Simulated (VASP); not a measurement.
# CdTe (F-43m) in VASP: further runs

CdTe is run at these levels: PBEsol; tasks: single point.

Program: VASP 6.6.1. These are calculated values, not measurements. Logs are shortened: lines on timing, memory, paths and dates and some standing lists are left out, and cuts for length are marked.

**The experiment to reproduce.**

A printed reference work, data compilation reports, for a bulk crystal of CdTe at 0 K: band gap 1.607 eV.

How close the calculation comes is told below.

## 1. The cell of the first run

It takes space group F-43m (No. 216, cubic). The conventional cell has a = 6.410 Å, b = 6.410 Å, c = 6.410 Å, α = 90.00°, β = 90.00°, γ = 90.00°. Cd (site symmetry -43m) has 4 Te at 2.78 Å within 3.7 Å. Te (site symmetry -43m) has 4 Cd at 2.78 Å within 3.7 Å.

## 2. Single point, PBEsol

INCAR

```
  PREC = Accurate
  ENCUT = 520
  EDIFF = 1E-6
  ISMEAR = 0
  SIGMA = 0.01
  LREAL = False
  LASPH = True
  NELM = 80
  ALGO = Normal
  ISIF = 2
  LWAVE = False
  LCHARG = False
  GGA = PS
  NBANDS = 16
```

KPOINTS

```
Automatic mesh
0
Gamma
  2 2 2
```

POSCAR

```
CdTe
1.0
    0.0000000000      3.2050000000      3.2050000000
    3.2050000000      0.0000000000      3.2050000000
    3.2050000000      3.2050000000      0.0000000000
Cd Te
1 1
Direct
    0.0000000000      0.0000000000      0.0000000000
    0.2500000000      0.2500000000      0.2500000000
```

Potentials or basis: VASP PAW PBE potentials, release 64 (Cd, Te).

On the command line:

```console
$ cat potpaw_PBE.64/Cd/POTCAR potpaw_PBE.64/Te/POTCAR > POTCAR
$ mpirun -np 1 vasp_std > vasp.out
```

OUTCAR:

```text
PREC = Accurate
   ENCUT = 520
   EDIFF = 1E-6
   ISMEAR = 0
   LREAL = False
   LASPH = True
   NELM = 80
   ISIF = 2
   GGA = PS

 ion  position               nearest neighbor table
   1  0.000  0.000  0.000-   2 2.78   2 2.78   2 2.78   2 2.78
   2  0.250  0.250  0.250-   1 2.78   1 2.78   1 2.78   1 2.78

  LATTYP: Found a face centered cubic cell.
 ALAT       =     6.4100000000

  Lattice vectors:

 A1 = (   0.0000000000,   3.2050000000,   3.2050000000)
 A2 = (   3.2050000000,   0.0000000000,   3.2050000000)
 A3 = (   3.2050000000,   3.2050000000,   0.0000000000)

Analysis of symmetry for initial positions (statically):
=====================================================================
 Subroutine PRICEL returns:
 Original cell was already a primitive cell.

 Routine SETGRP: Setting up the symmetry group for a
 face centered cubic supercell.

 Subroutine GETGRP returns: Found 24 space group operations
 (whereof 24 operations were pure point group operations)
 out of a pool of 48 trial point group operations.

The static configuration has the point symmetry T_d .

Analysis of symmetry for dynamics (positions and initial velocities):
=====================================================================
 Subroutine PRICEL returns:
 Original cell was already a primitive cell.

 Routine SETGRP: Setting up the symmetry group for a
 face centered cubic supercell.

 Subroutine GETGRP returns: Found 24 space group operations
 (whereof 24 operations were pure point group operations)
 out of a pool of 48 trial point group operations.

The dynamic configuration has the point symmetry T_d .

 Subroutine INISYM returns: Found 24 space group operations
 (whereof 24 operations are pure point group operations),
 and found     1 'primitive' translations

----------------------------------------------------------------------------------------

                                     Primitive cell

  volume of cell :      65.8437

  direct lattice vectors                    reciprocal lattice vectors
     0.000000000  3.205000000  3.205000000    -0.156006240  0.156006240  0.156006240
     3.205000000  0.000000000  3.205000000     0.156006240 -0.156006240  0.156006240
     3.205000000  3.205000000  0.000000000     0.156006240  0.156006240 -0.156006240

  length of vectors
     4.532554467  4.532554467  4.532554467     0.270210734  0.270210734  0.270210734

  position of ions in fractional coordinates (direct lattice)
     0.000000000  0.000000000  0.000000000
     0.250000000  0.250000000  0.250000000

  ion indices of the primitive-cell ions
   primitive index   ion index
                 1           1
                 2           2

----------------------------------------------------------------------------------------

 KPOINTS: Automatic mesh

Automatic generation of k-mesh.
 Grid dimensions read from file:
 generate k-points for:    2    2    2

 Generating k-lattice:

  Cartesian coordinates                     Fractional coordinates (reciprocal lattice)
    -0.078003120  0.078003120  0.078003120     0.500000000  0.000000000  0.000000000
     0.078003120 -0.078003120  0.078003120     0.000000000  0.500000000  0.000000000
     0.078003120  0.078003120 -0.078003120     0.000000000  0.000000000  0.500000000

  Length of vectors
     0.135105367  0.135105367  0.135105367

  Shift w.r.t. Gamma in fractional coordinates (k-lattice)
     0.000000000  0.000000000  0.000000000

 Subroutine IBZKPT returns following result:
 ===========================================

 Found      3 irreducible k-points:

 Following reciprocal coordinates:
            Coordinates               Weight
  0.000000  0.000000  0.000000      1.000000
  0.500000  0.000000  0.000000      4.000000
  0.500000  0.500000  0.000000      3.000000
   k-points           NKPTS =      3   k-points in BZ     NKDIM =      3   number of bands    NBANDS=     16
   number of dos      NEDOS =    301   number of ions     NIONS =      2
   total plane-waves  NPLWV =  46656
   dimension x,y,z NGX =    36 NGY =   36 NGZ =   36
   dimension x,y,z NGXF=    72 NGYF=   72 NGZF=   72
   ions per type =               1   1
   NGX,Y,Z   is equivalent  to a cutoff of  13.20, 13.20, 13.20 a.u.
   NGXF,Y,Z  is equivalent  to a cutoff of  26.41, 26.41, 26.41 a.u.
 SYSTEM =  unknown system
   PREC   = accura    normal or accurate (medium, high low for compatibility)
   ISTART =      0    job   : 0-new  1-cont  2-samecut
   ICHARG =      2    charge: 1-file 2-atom 10-const
   ISPIN  =      1    spin polarized calculation?
   LNONCOLLINEAR =      F non collinear calculations
   LSORBIT =      F    spin-orbit coupling
   LASPH  =      T    aspherical Exc in radial PAW
   ENCUT  =  520.0 eV  38.22 Ry    6.18 a.u.   8.43  8.43  8.43*2*pi/ulx,y,z
   NELM   =     80;   NELMIN=  2; NELMDL= -5     # of ELM steps
   EDIFF  = 0.1E-05   stopping-criterion for ELM
   LREAL  =      F    real-space projection
   EDIFFG = 0.1E-04   stopping-criterion for IOM
   NSW    =      0    number of steps for IOM
   IBRION =     -1    ionic relax: 0-MD 1-quasi-New 2-CG
   NFREE  =      0    steps in history (QN), initial steepest desc. (CG)
   ISIF   =      2    stress and relaxation
   ISYM   =      2    0-nonsym 1-usesym 2-fastsym
   POTIM  = 0.5000    time-step for ionic-motion
   TEBEG  =    0.0;   TEEND  =   0.0 temperature during run
   PSTRESS=    0.0 pullay stress
   NELECT =      18.0000    total number of electrons
   NUPDOWN=      -1.0000    fix difference up-down
   EMIN   =  10.00;   EMAX   =-10.00  energy-range for DOS
   EFERMI =   0.00;   METHOD = LEGACY
   ISMEAR =     0;   SIGMA  =   0.01  broadening in eV -4-tet -1-fermi 0-gaus
   EFERMI_NEDOS =   21; number of points for ismear=-14 and -15
   IALGO  =     38    algorithm
   IMIX   =      4    mixing-type and parameters
     AMIX     =   0.40;   BMIX     =  1.00
     AMIX_MAG =   1.60;   BMIX_MAG =  1.00
  volume/ion in A,a.u.               =      32.92       222.17
  Fermi-wavevector in a.u.,A,eV,Ry     =   1.062497  2.007828 15.359610  1.128899
  Thomas-Fermi vector in A             =   2.197950
   LORBIT       =      0    0 simple, 1 ext, 2 COOP (PROOUT), +10 PAW based schemes
   GGA     = PS    functional components
   LHFCALC =     F    Hartree Fock is set to
   AEXX    =    0.0000 exact exchange contribution
   IVDW    =     0    specifies the selected vdW correction
   LEPSILON=     F    determine dielectric tensor
   LRPA    =     F    only Hartree local field effects (RPA)
 non-spin polarized calculation
 Gauss-broadening in eV      SIGMA  =   0.01
  energy-cutoff  :      520.00
  volume of cell :       65.84
 maximum number of plane-waves:      1807
 NGX is ok and might be reduce to    36
   NGX = 17   NGY = 17   NGZ = 17

 number of electron      17.9999995 magnetization

 Free energy of the ion-electron system (eV)
  ---------------------------------------------------
  ext. energy  EPLUGINS =         0.00000000
  ---------------------------------------------------
  free energy    TOTEN  =        -4.10426698 eV

  energy without entropy =       -4.10426698  energy(sigma->0) =       -4.10426698

 E-fermi :   2.9188     XC(G=0):  -8.7687

 val. band max:        2.8057988918   @ k =   0.0000   0.0000   0.0000
 cond. band min:       3.4459799545   @ k =   0.0000   0.0000   0.0000
 fundamental gap:      0.6401810628
 Fermi energy:         2.9188218728

 k-point     1 :       0.0000    0.0000    0.0000
  band No.  band energies     occupation
      1      -8.5555      2.00000
      2      -5.9056      2.00000
      3      -5.9056      2.00000
      4      -5.9056      2.00000
      5      -5.6431      2.00000
      6      -5.6431      2.00000
      7       2.8058      2.00000
      8       2.8058      2.00000
      9       2.8058      2.00000
     10       3.4460      0.00000
     11       7.1169      0.00000
     12       7.1169      0.00000
     13       7.1169      0.00000
     14      10.0917      0.00000
     15      12.0563      0.00000
     16      12.0563      0.00000

 k-point     2 :       0.5000    0.0000    0.0000
  band No.  band energies     occupation
      1      -8.1265      2.00000
      2      -5.8402      2.00000
      3      -5.8402      2.00000
      4      -5.6319      2.00000
      5      -5.6319      2.00000
      6      -5.2087      2.00000
      7      -1.9872      2.00000
      8       1.9411      2.00000
      9       1.9411      2.00000
     10       4.4226      0.00000
     11       7.7320      0.00000
     12       7.7320      0.00000
     13       9.6818      0.00000
     14      11.4832      0.00000
     15      13.0109      0.00000
     16      13.0109      0.00000

 k-point     3 :       0.5000    0.5000    0.0000
  band No.  band energies     occupation
      1      -8.0004      2.00000
      2      -5.7574      2.00000
      3      -5.7314      2.00000
      4      -5.7314      2.00000
      5      -5.6100      2.00000
      6      -5.0342      2.00000
      7      -1.8575      2.00000
      8       0.7446      2.00000
      9       0.7446      2.00000
     10       5.0619      0.00000
     11       5.2601      0.00000
     12      11.7671      0.00000
     13      11.9104      0.00000
     14      11.9104      0.00000
     15      13.5646      0.00000
     16      14.3721      0.00000

------------------------ aborting loop because EDIFF is reached ----------------------------------------

  FORCE on cell =-STRESS in cart. coord.  units (eV):
  Direction    XX          YY          ZZ          XY          YZ          ZX
  --------------------------------------------------------------------------------------
  -------------------------------------------------------------------------------------
  Total        2.4452046      2.4452046      2.4452046      0.0000000      0.0000000      0.0000000
  in kB       59.4992766     59.4992766     59.4992766      0.0000000      0.0000000      0.0000000
  external PRESSURE =      59.4992766 kB  Pullay stress =       0.0000000 kB

 VOLUME and BASIS-vectors are now :
 -----------------------------------------------------------------------------
  energy-cutoff  :      520.00
  volume of cell :       65.84
      direct lattice vectors                 reciprocal lattice vectors
     0.000000000  3.205000000  3.205000000    -0.156006240  0.156006240  0.156006240
     3.205000000  0.000000000  3.205000000     0.156006240 -0.156006240  0.156006240
     3.205000000  3.205000000  0.000000000     0.156006240  0.156006240 -0.156006240

 POSITION                                       TOTAL-FORCE (eV/Angst)
 -----------------------------------------------------------------------------------
      0.00000      0.00000      0.00000        -0.000000     -0.000000     -0.000000
      1.60250      1.60250      1.60250         0.000000      0.000000      0.000000
 -----------------------------------------------------------------------------------
    total drift:                               -0.000000     -0.000000     -0.000000

  FREE ENERGIE OF THE ION-ELECTRON SYSTEM (eV)
  ---------------------------------------------------
  free  energy   TOTEN  =        -4.1042669781 eV

  energy  without entropy=       -4.1042669781  energy(sigma->0) =       -4.10426698
```

It took 13 s on 1 thread of Intel Xeon Platinum 8259CL at 2.50GHz (Skylake/Cascade Lake), shared host; peak memory 0.19 GiB.

Results:

* Free energy: -4.1043 eV
* Pressure: 5.9 GPa
* Band gap on the k mesh: 0.64 eV, direct

Caveat: the k points lie up to 0.85 Å⁻¹ apart; the PAW data sets were made with another functional, which shifts forces and pressure a little; spin-orbit coupling is left out, which moves the levels of the heavy elements.

## 3. Single point, PBEsol

INCAR

```
SYSTEM = CdTe
PREC     = Accurate       ! precision mode
ENCUT    = 520            ! plane-wave cutoff, eV
EDIFF    = 1E-6           ! SCF threshold, eV
ISMEAR   = 0              ! smearing method
SIGMA    = 0.01           ! smearing width, eV
LREAL    = .FALSE.        ! projectors in reciprocal space
LASPH    = .TRUE.         ! aspherical terms in the spheres
NELM     = 80             ! most SCF steps
ALGO     = Normal         ! electronic algorithm
ISIF     = 2              ! what is computed and relaxed
LWAVE    = .FALSE.        ! write WAVECAR
LCHARG   = .FALSE.        ! write CHGCAR
GGA      = PS             ! functional
NBANDS   = 16             ! bands
```

KPOINTS

```
regular mesh
0
G
  4 4 4
  0 0 0
```

POSCAR is that of step 2.

Potentials or basis: VASP PAW PBE potentials, release 64 (Cd, Te).

On the command line:

```console
$ cat potpaw_PBE.64/Cd/POTCAR potpaw_PBE.64/Te/POTCAR > POTCAR
$ mpirun -np 1 vasp_std > vasp.out
```

Wall time 19 s (1 thread of Intel Xeon Platinum 8259CL at 2.50GHz (Skylake/Cascade Lake), shared host); peak memory 0.2 GiB.

The run converged. Its results:

```yaml
Free_energy: -5.4041 eV
Pressure: 2.1 GPa
Band_gap_on_the_k_mesh: 0.75 eV, direct
```

Levels at points of the mesh, in eV from the valence-band top:
| k point | band 7 | band 8 | band 9 | band 10 | band 11 | band 12 |
| --- | --- | --- | --- | --- | --- | --- |
| (0.00, 0.00, 0.00) | 0.00 | 0.00 | 0.00 | 0.75 | 4.50 | 4.50 |
| (0.50, 0.00, 0.00) | -4.68 | -0.84 | -0.84 | 1.75 | 5.09 | 5.09 |
| (0.50, 0.50, 0.00) | -4.53 | -2.01 | -2.01 | 2.39 | 2.57 | 8.91 |

Caveat: the k points lie up to 0.42 Å⁻¹ apart; the PAW data sets were made with another functional, which shifts forces and pressure a little; spin-orbit coupling is left out, which moves the levels of the heavy elements.

## 4. Single point, PBEsol

INCAR

```
PREC = Accurate
ENCUT = 520
EDIFF = 1E-6
ISMEAR = 0
SIGMA = 0.01
LREAL = F
LASPH = T
NELM = 60
ALGO = Normal
ISIF = 2
LWAVE = F
LCHARG = F
GGA = PS
NBANDS = 16
```

KPOINTS

```
regular mesh
0
Gamma
  8 8 8
```

POSCAR is that of step 3.

On the command line:

```console
$ cat potpaw_PBE.64/Cd/POTCAR potpaw_PBE.64/Te/POTCAR > POTCAR
$ mpirun -np 1 vasp_std > vasp.out
```

Wall time 46 s (1 thread of Intel Xeon Platinum 8259CL at 2.50GHz (Skylake/Cascade Lake), shared host); peak memory 0.21 GiB.

Results (log left out):

* Free energy: -5.4743 eV
* Pressure: 1.9 GPa
* Band gap on the k mesh: 0.76 eV, direct

Levels at points of the mesh, in eV from the valence-band top:
```tsv
k point	band 6	band 7	band 8	band 9	band 10	band 11	band 12	band 13
(0.00, 0.00, 0.00)	-8.09	0.00	0.00	0.00	0.76	4.52	4.52	4.52
(0.50, 0.00, 0.00)	-7.71	-4.67	-0.83	-0.83	1.76	5.11	5.11	6.94
(0.50, 0.50, 0.00)	-7.57	-4.51	-2.00	-2.00	2.41	2.59	8.91	9.24
```

Caveat: the PAW data sets were made with another functional, which shifts forces and pressure a little; spin-orbit coupling is left out, which moves the levels of the heavy elements.

## 5. Summary

```csv
k mesh,gap on the mesh (eV),pressure (GPa)
2 × 2 × 2,0.64,5.9
4 × 4 × 4,0.75,2.1
8 × 8 × 8,0.76,1.9
```

Alike in all rows: task single point; level PBEsol; potentials or basis VASP PAW PBE potentials, release 64 (Cd, Te); no spin polarisation; cell as given; cutoff (eV) 520; smearing gaussian 0.01 eV.

Caveats: some runs use coarse meshes; the PAW data sets were made with another functional, which shifts forces and pressure a little; spin-orbit coupling is left out, which moves the levels of the heavy elements.

Total energies depend on the potentials used, so only differences within one code and one set of settings carry meaning.

## 6. How close it comes

Step 4. Measured gap of CdTe: 1.607 eV (0 K; a printed reference work, data compilation). This calculation gives 0.76 eV (-0.85 eV). Spin-orbit coupling on Cd, Te is left out. The value is that of PBEsol, without temperature or zero-point motion. Semilocal functionals fall short of measured gaps as a rule.
